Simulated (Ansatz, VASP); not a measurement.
# Two plane-wave programs on C

The input INCAR:

```
SYSTEM = C
ALGO = Fast
EDIFF = 1E-6
ENCUT = 520
GGA = PS
ISIF = 2
ISMEAR = 0
LASPH = .True.
LCHARG = .False.
LREAL = .False.
LWAVE = .False.
NBANDS = 11
NELM = 100
PREC = Accurate
SIGMA = 0.05
```

Contents of KPOINTS:

```
k-points
0
Gamma
  16 16 10
  0 0 0
```

Contents of POSCAR:

```
C
1.0
    2.1596343027     -1.2955186208     -0.0119768133
    2.1596343027      1.2955186208     -0.0119768133
   -1.4197386319      0.0000000000      3.6306712557
C
2
Direct
    0.8282028076      0.8282028076      0.0038029893
    0.1717971924      0.1717971924      0.9961970107
```

Input for Ansatz:

```yaml
crystal:
  lattice:
    - [2.1596343027, -1.2955186208, -0.0119768133]
    - [2.1596343027, 1.2955186208, -0.0119768133]
    - [-1.4197386319, 0.0, 3.6306712557]
  atoms:
    - { symbol: C, position: [0.8282028076, 0.8282028076, 0.0038029893] }
    - { symbol: C, position: [0.1717971924, 0.1717971924, 0.9961970107] }
basis:
  ecutwfc: 420
kpoints:
  mp_grid: { grid: [16, 16, 10] }
hamiltonian:
  xc: pbesol
scf:
  occupations: { method: gaussian, width: 0.05 }
output:
  forces: true
  stress: true
  eigenvalues: true
  populations: true
```

Alike in both runs: task single point; functional PBEsol; k mesh 16 × 16 × 10; occupations gaussian, width 0.05 eV; no spin polarisation.

|  | VASP | Ansatz |
| --- | --- | --- |
| version | VASP 6.6.1 | Ansatz 0.2.0 |
| potentials or method | VASP PAW PBE potentials, release 64 (C) | scalar-relativistic, plane waves, PAW |
| plane-wave cutoff (eV) | 520 | 420 |
| valence electrons in the cell | 8 | 8 |

|  | VASP | Ansatz | Ansatz less VASP |
| --- | --- | --- | --- |
| gap on the k mesh at the Fermi level (eV) | 0.40 | 0.40 | -0.001 |
| least direct gap on the mesh (eV) | 0.40 | 0.40 | -0.001 |
| pressure (GPa) | -21.8 | -22.3 | -0.50 |
| largest component of the traceless stress (GPa) | 21.82 | 22.31 | +0.498 |
| rms of the force components (eV/Å) | 1.254 | 1.254 | -0.0001 |

Atom by atom the forces differ by 0.001 eV/Å (rms over components).

Caveats: so large a pressure means that the cell lies far from this level's equilibrium, or that cutoff or potentials fall short (VASP); the potentials were made for another functional, which shifts forces and pressure (VASP); this functional lacks dispersion, which binds the layers, so the pressure and a relaxed spacing across them are unreliable. A k mesh can miss the band edges.
